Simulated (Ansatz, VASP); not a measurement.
**One calculation of Ti, two programs**

```xyz
1
Lattice="0.0000 2.2480 1.6507 2.2480 0.0000 1.6507 2.2480 2.2480 0.0000" Properties=species:S:1:pos:R:3 pbc="T T T"
Ti    0.0000    0.0000    0.0000
```

Alike in both runs: task single point; functional PBE; k mesh 20 × 20 × 20; occupations gaussian, width 0.15 eV; no spin polarisation.

```csv
,VASP,Ansatz
version,VASP 6.6.1,Ansatz 0.2.0
potentials or method,"VASP PAW PBE potentials, release 64 (Ti_sv)","scalar-relativistic, plane waves, PAW"
plane-wave cutoff (eV),520,520
valence electrons in the cell,12,12
```

VASP gave:

```
gap on the k mesh at the Fermi level (eV)       : none
pressure (GPa)                                  : 3.6
largest component of the traceless stress (GPa) : 0.49
```

Question: Which values does Ansatz return?

Answer: gap on the k mesh at the Fermi level (eV): none; pressure (GPa): 3.8; largest component of the traceless stress (GPa): 0.48.

A gap of «none» marks a metal or a gap that the smearing closes. With one functional, cell and mesh, what is left measures potentials, basis and numerics.
